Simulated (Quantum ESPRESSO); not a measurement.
# Sb (P2_1/m) in Quantum ESPRESSO: notebook

One crystal, Sb, is run at these levels: PBEsol; tasks: relaxation of the atoms.

All numbers are computed with Quantum ESPRESSO 7.5; they aren't measurements. Logs are shortened: lines on timing, memory, paths and dates and some standing lists are left out, and cuts for length are marked.

## (1) Starting point

It takes space group P2_1/m (No. 11, monoclinic). Conventional cell: a = 2.998 Å, b = 4.348 Å, c = 4.406 Å, α = 90.00°, β = 90.49°, γ = 90.00°. Sb (site symmetry m) is surrounded by 6 Sb at 3.00 to 3.15 Å.

This isn't the form of Sb at room conditions, which is rhombohedral.

## (2) Relaxation of the atoms, PBEsol, 28.71 Å³/atom

pw.in reads:

```
&CONTROL
  calculation = 'relax'
  prefix = 'pwscf'
  outdir = './tmp'
  pseudo_dir = './pseudo'
  tprnfor = .true.
  tstress = .true.
  disk_io = 'low'
  nstep = 40
  forc_conv_thr = 0.0004
  etot_conv_thr = 1d-05
/
&SYSTEM
  ibrav = 0
  celldm(1) = 8
  nat = 2
  ntyp = 1
  ecutwfc = 45
  ecutrho = 360
  nbnd = 22
  occupations = 'smearing'
  smearing = 'fd'
  degauss = 0.00367493
/
&ELECTRONS
  conv_thr = 4d-10
  electron_maxstep = 120
  mixing_beta = 0.5
/
&IONS
  ion_dynamics = 'bfgs'
/
ATOMIC_SPECIES
Sb   121.7600 sb_pbesol_v1.4.uspp.F.UPF
CELL_PARAMETERS alat
  0.7080581557181   0.0000000000000   0.0000000000000
  0.0000000000000   1.0269522927351   0.0000000000000
 -0.0088246430568   0.0000000000000   1.0407317032043
ATOMIC_POSITIONS crystal
Sb     0.0113890000    0.2500000000    0.2411660000
Sb     0.9886110000    0.7500000000    0.7588340000
K_POINTS automatic
6 4 4 0 0 0
```

Potentials or basis: GBRV 1.5 PBEsol.

Started as:

```sh
OMP_NUM_THREADS=1 mpirun -n 2 pw.x -nk 2 -in pw.in > pw.out
```

pw.out:

```text
This program is part of the open-source Quantum ESPRESSO suite
     for quantum simulation of materials; please cite
[... 13 lines left out ...]
     --------------------
     sticks:   dense  smooth     PW     G-vecs:    dense   smooth      PW
     Sum        1331     667    203                44691    15807    2715

     Using Slab Decomposition

     bravais-lattice index     =            0
     lattice parameter (alat)  =       8.0000  a.u.
     unit-cell volume          =     387.4610 (a.u.)^3
     number of atoms/cell      =            2
     number of atomic types    =            1
     number of electrons       =        30.00
     number of Kohn-Sham states=           22
     kinetic-energy cutoff     =      45.0000  Ry
     charge density cutoff     =     360.0000  Ry
     scf convergence threshold =      4.0E-10
     mixing beta               =       0.5000
     number of iterations used =            8  plain     mixing
     energy convergence thresh.=      1.0E-05
     force convergence thresh. =      4.0E-04
     Exchange-correlation= SLA  PW   PSX  PSC
                           (   1   4  10   8   0   0   0)
     nstep                     =           40

     celldm(1)=   8.000000  celldm(2)=   0.000000  celldm(3)=   0.000000
     celldm(4)=   0.000000  celldm(5)=   0.000000  celldm(6)=   0.000000

     crystal axes: (cart. coord. in units of alat)
               a(1) = (   0.708058   0.000000   0.000000 )
               a(2) = (   0.000000   1.026952   0.000000 )
               a(3) = (  -0.008825   0.000000   1.040732 )

     reciprocal axes: (cart. coord. in units 2 pi/alat)
               b(1) = (  1.412313 -0.000000  0.011975 )
               b(2) = (  0.000000  0.973755 -0.000000 )
               b(3) = (  0.000000  0.000000  0.960862 )

     PseudoPot. # 1 for Sb read from file:
     sb_pbesol_v1.4.uspp.F.UPF
     Pseudo is Ultrasoft + core correction, Zval = 15.0
     Generated by new atomic code, or converted to UPF format
     Using radial grid of  891 points,  6 beta functions with:
                l(1) =   0
                l(2) =   0
                l(3) =   1
                l(4) =   1
                l(5) =   2
                l(6) =   2
     Q(r) pseudized with  8 coefficients,  rinner =    1.350   1.350   1.350
                                                       1.350   1.350

     atomic species   valence    mass     pseudopotential
     Sb               15.00   121.76000     Sb( 1.00)

      4 Sym. Ops., with inversion, found ( 2 have fractional translation)

   Cartesian axes

     site n.     atom                  positions (alat units)
         1        Sb     tau(   1) = (   0.0059359   0.2567381   0.2509891  )
         2        Sb     tau(   2) = (   0.6932976   0.7702142   0.7897426  )

     number of k points=    42  Fermi-Dirac smearing, width (Ry)=  0.0037
                       cart. coord. in units 2pi/alat
        k(    1) = (   0.0000000   0.0000000   0.0000000), wk =   0.0208333
        k(    2) = (   0.0000000   0.0000000   0.2402156), wk =   0.0416667
        k(    3) = (   0.0000000   0.0000000  -0.4804312), wk =   0.0208333
        k(    4) = (   0.0000000   0.2434388   0.0000000), wk =   0.0416667
        k(    5) = (   0.0000000   0.2434388   0.2402156), wk =   0.0833333
        k(    6) = (   0.0000000   0.2434388  -0.4804312), wk =   0.0416667
[... 34 lines left out ...]
        k(   41) = (  -0.7061567  -0.4868775   0.2342279), wk =   0.0416667
        k(   42) = (  -0.7061567  -0.4868775  -0.4864189), wk =   0.0208333

     Dense  grid:    44691 G-vectors     FFT dimensions: (  36,  50,  54)

     Smooth grid:    15807 G-vectors     FFT dimensions: (  25,  36,  36)

     Check: negative core charge=   -0.000003

     Initial potential from superposition of free atoms

     starting charge      28.0000, renormalised to      30.0000
     Starting wfcs are   18 randomized atomic wfcs +    4 random wfcs

     Self-consistent Calculation

     iteration #  1     ecut=    45.00 Ry     beta= 0.50
     Davidson diagonalization with overlap
     ethr =  1.00E-02,  avg # of iterations =  6.0

     total energy              =    -368.78689039 Ry
     estimated scf accuracy    <       2.03197427 Ry

     iteration #  2     ecut=    45.00 Ry     beta= 0.50
     Davidson diagonalization with overlap
     ethr =  6.77E-03,  avg # of iterations =  2.0

     total energy              =    -369.19927596 Ry
     estimated scf accuracy    <       0.02025888 Ry

     iteration #  3     ecut=    45.00 Ry     beta= 0.50
     Davidson diagonalization with overlap
     ethr =  6.75E-05,  avg # of iterations =  3.3

     total energy              =    -369.20084575 Ry
     estimated scf accuracy    <       0.00255062 Ry

     iteration #  4     ecut=    45.00 Ry     beta= 0.50
     Davidson diagonalization with overlap
     ethr =  8.50E-06,  avg # of iterations =  3.3

     total energy              =    -369.20102194 Ry
     estimated scf accuracy    <       0.00005642 Ry
[... 294 lines left out ...]
     The total energy is F=E-TS. E is the sum of the following terms:
     one-electron contribution =    -157.66315111 Ry
     hartree contribution      =      96.15275795 Ry
     xc contribution           =     -87.18375467 Ry
     ewald contribution        =    -220.50629474 Ry

     convergence has been achieved in   9 iterations

     Forces acting on atoms (cartesian axes, Ry/au):

     atom    1 type  1   force =    -0.00171116    0.00000000    0.00174739
     atom    2 type  1   force =     0.00171116    0.00000000   -0.00174739

     Total force =     0.003459     Total SCF correction =     0.000005

     Computing stress (Cartesian axis) and pressure

          total   stress  (Ry/bohr**3)                   (kbar)     P=        5.16
   0.00009798   0.00000000  -0.00000263           14.41        0.00       -0.39
   0.00000000   0.00000784   0.00000000            0.00        1.15        0.00
  -0.00000263   0.00000000  -0.00000067           -0.39        0.00       -0.10

     BFGS Geometry Optimization
     Energy error            =      1.2E-05 Ry
     Gradient error          =      1.7E-03 Ry/Bohr

     number of scf cycles    =   1
     number of bfgs steps    =   0

     energy             new  =    -369.2010326548 Ry

     new trust radius        =       0.0024457004 bohr
     new conv_thr            =       0.0000000004 Ry

ATOMIC_POSITIONS (crystal)
Sb               0.0110895292        0.2500000000        0.2413758757
Sb               0.9889104708        0.7500000000        0.7586241243

     NEW-OLD atomic charge density approx. for the potential

     Check: negative core charge=   -0.000003

     Self-consistent Calculation

     iteration #  1     ecut=    45.00 Ry     beta= 0.50
     Davidson diagonalization with overlap
     ethr =  1.00E-06,  avg # of iterations =  3.0

     Threshold (ethr) on eigenvalues was too large:
     Diagonalizing with lowered threshold

     Davidson diagonalization with overlap
     ethr =  9.64E-10,  avg # of iterations =  3.5

     total energy              =    -369.20104417 Ry
     estimated scf accuracy    <       0.00000028 Ry

[... 54 further cycles ...]
     iteration #  4     ecut=    45.00 Ry     beta= 0.50
     Davidson diagonalization with overlap
     ethr =  2.75E-11,  avg # of iterations =  1.5

     total energy              =    -369.20115978 Ry
     estimated scf accuracy    <          1.1E-09 Ry

     iteration #  5     ecut=    45.00 Ry     beta= 0.50
     Davidson diagonalization with overlap
     ethr =  3.59E-12,  avg # of iterations =  1.0

     total energy              =    -369.20115978 Ry
     estimated scf accuracy    <          7.8E-12 Ry

     iteration #  6     ecut=    45.00 Ry     beta= 0.50
     Davidson diagonalization with overlap
     ethr =  1.00E-13,  avg # of iterations =  2.0

     End of self-consistent calculation

          k = 0.0000 0.0000 0.0000 (  1963 PWs)   bands (ev):

   -18.6174 -18.5789 -18.5333 -18.4994 -18.4325 -18.4299 -18.3954 -18.3924
   -18.3887 -18.3228  -2.1376   2.8637   6.7370   6.8806  12.4911  13.6077
    13.7026  14.5896  17.5457  17.8183  18.6891  19.1730

          k = 0.0000 0.0000 0.2402 (  1971 PWs)   bands (ev):

   -18.6048 -18.5449 -18.5432 -18.4833 -18.4269 -18.4243 -18.4091 -18.3981
   -18.3950 -18.3612  -1.6909   1.5412   7.4334   7.7143  11.5320  11.7904
    14.2773  15.0302  17.8507  19.0558  20.4251  20.8897
[... 248 lines left out ...]
     The total energy is F=E-TS. E is the sum of the following terms:
     one-electron contribution =    -157.57723125 Ry
     hartree contribution      =      96.10944900 Ry
     xc contribution           =     -87.18281283 Ry
     ewald contribution        =    -220.54990702 Ry

     convergence has been achieved in   6 iterations

     Forces acting on atoms (cartesian axes, Ry/au):

     atom    1 type  1   force =    -0.00018088    0.00000000   -0.00076773
     atom    2 type  1   force =     0.00018088    0.00000000    0.00076773

     Total force =     0.001115     Total SCF correction =     0.000006

     Computing stress (Cartesian axis) and pressure

          total   stress  (Ry/bohr**3)                   (kbar)     P=        4.43
   0.00009239   0.00000000   0.00000047           13.59        0.00        0.07
   0.00000000   0.00000742   0.00000000            0.00        1.09        0.00
   0.00000047   0.00000000  -0.00000947            0.07        0.00       -1.39

     Energy error            =      6.9E-06 Ry
     Gradient error          =      7.7E-04 Ry/Bohr

     number of scf cycles    =  11
     number of bfgs steps    =  10

     energy             old  =    -369.2011528645 Ry
     energy             new  =    -369.2011597769 Ry

     CASE: energy            _new < energy            _old

     new trust radius        =       0.0104460151 bohr
     new conv_thr            =            4.0E-12 Ry

ATOMIC_POSITIONS (crystal)
Sb               0.0000963793        0.2500000000        0.2437333053
Sb               0.9999036207        0.7500000000        0.7562666947

     NEW-OLD atomic charge density approx. for the potential

     Check: negative core charge=   -0.000003

     Self-consistent Calculation

     iteration #  1     ecut=    45.00 Ry     beta= 0.50
     Davidson diagonalization with overlap
     ethr =  1.00E-06,  avg # of iterations =  4.1

     Threshold (ethr) on eigenvalues was too large:
     Diagonalizing with lowered threshold

     Davidson diagonalization with overlap
     ethr =  1.44E-08,  avg # of iterations =  2.9

     total energy              =    -369.20116654 Ry
     estimated scf accuracy    <       0.00000464 Ry

     iteration #  2     ecut=    45.00 Ry     beta= 0.50
     Davidson diagonalization with overlap
     ethr =  1.55E-08,  avg # of iterations =  1.9

     total energy              =    -369.20116701 Ry
     estimated scf accuracy    <       0.00000047 Ry

     iteration #  3     ecut=    45.00 Ry     beta= 0.50
     Davidson diagonalization with overlap
     ethr =  1.57E-09,  avg # of iterations =  1.0

     total energy              =    -369.20116704 Ry
     estimated scf accuracy    <       0.00000006 Ry

     iteration #  4     ecut=    45.00 Ry     beta= 0.50
     Davidson diagonalization with overlap
     ethr =  1.87E-10,  avg # of iterations =  1.0

     total energy              =    -369.20116705 Ry
     estimated scf accuracy    <          3.1E-09 Ry

     iteration #  5     ecut=    45.00 Ry     beta= 0.50
     Davidson diagonalization with overlap
     ethr =  1.03E-11,  avg # of iterations =  1.8
[... 276 lines left out ...]
     The total energy is F=E-TS. E is the sum of the following terms:
     one-electron contribution =    -157.59583197 Ry
     hartree contribution      =      96.11875542 Ry
     xc contribution           =     -87.18302477 Ry
     ewald contribution        =    -220.54042495 Ry

     convergence has been achieved in   7 iterations

     Forces acting on atoms (cartesian axes, Ry/au):

     atom    1 type  1   force =     0.00006816    0.00000000   -0.00029596
     atom    2 type  1   force =    -0.00006816    0.00000000    0.00029596

     Total force =     0.000430     Total SCF correction =     0.000002

     Computing stress (Cartesian axis) and pressure

          total   stress  (Ry/bohr**3)                   (kbar)     P=        4.55
   0.00009322   0.00000000   0.00000098           13.71        0.00        0.14
   0.00000000   0.00000757   0.00000000            0.00        1.11        0.00
   0.00000098   0.00000000  -0.00000802            0.14        0.00       -1.18

     Energy error            =      7.3E-06 Ry
     Gradient error          =      3.0E-04 Ry/Bohr

     bfgs converged in  12 scf cycles and  11 bfgs steps
     (criteria: energy <  1.0E-05 Ry, force <  4.0E-04 Ry/Bohr)

     End of BFGS Geometry Optimization

     Final energy             =    -369.2011670480 Ry

Begin final coordinates

ATOMIC_POSITIONS (crystal)
Sb               0.0000963793        0.2500000000        0.2437333053
Sb               0.9999036207        0.7500000000        0.7562666947
End final coordinates

=------------------------------------------------------------------------------=
   JOB DONE.
=------------------------------------------------------------------------------=
```

Wall time 2 min (2 MPI ranks of Intel Xeon Platinum 8259CL at 2.50GHz (Skylake/Cascade Lake), shared host); peak memory 0.3 GiB.

Results:

| Quantity | Value |
| --- | --- |
| Free energy | -5023.2378 eV |
| Energy gained by relaxing | 0.9 meV/atom |
| Ionic steps | 12 |
| Pressure after relaxing | 0.5 GPa |
| Largest force after relaxing | 0.008 eV/Å |
| Band gap on the k mesh | none (metal or under the smearing width) |

Caveat: the k mesh is coarse (spacing up to 0.36 Å⁻¹), so the values aren't converged.

## (3) Relaxation of the atoms, PBEsol, 29.31 Å³/atom

pw.in, as its differences from that of step 2:

```diff
@@ -35,5 +35,5 @@
 CELL_PARAMETERS alat
-  0.7080581557181   0.0000000000000   0.0000000000000
+  0.7228093672955   0.0000000000000   0.0000000000000
   0.0000000000000   1.0269522927351   0.0000000000000
- -0.0088246430568   0.0000000000000   1.0407317032043
+ -0.0090084897871   0.0000000000000   1.0407317032043
 ATOMIC_POSITIONS crystal
```

Potentials or basis: GBRV 1.5 PBEsol.

Started as:

```sh
OMP_NUM_THREADS=1 mpirun -n 2 pw.x -nk 2 -in pw.in > pw.out
```

It took 2.2 min on 2 MPI ranks of Intel Xeon Platinum 8259CL at 2.50GHz (Skylake/Cascade Lake), shared host; peak memory 0.3 GiB.

The run converged. Its results:

```
Free energy               : -5023.2340 eV
Energy gained by relaxing : 0.7 meV/atom
Ionic steps               : 13
Pressure after relaxing   : -0.9 GPa
Band gap on the k mesh    : none (metal or under the smearing width)
```

Caveat: the k mesh is coarse (spacing up to 0.36 Å⁻¹), so the values aren't converged.
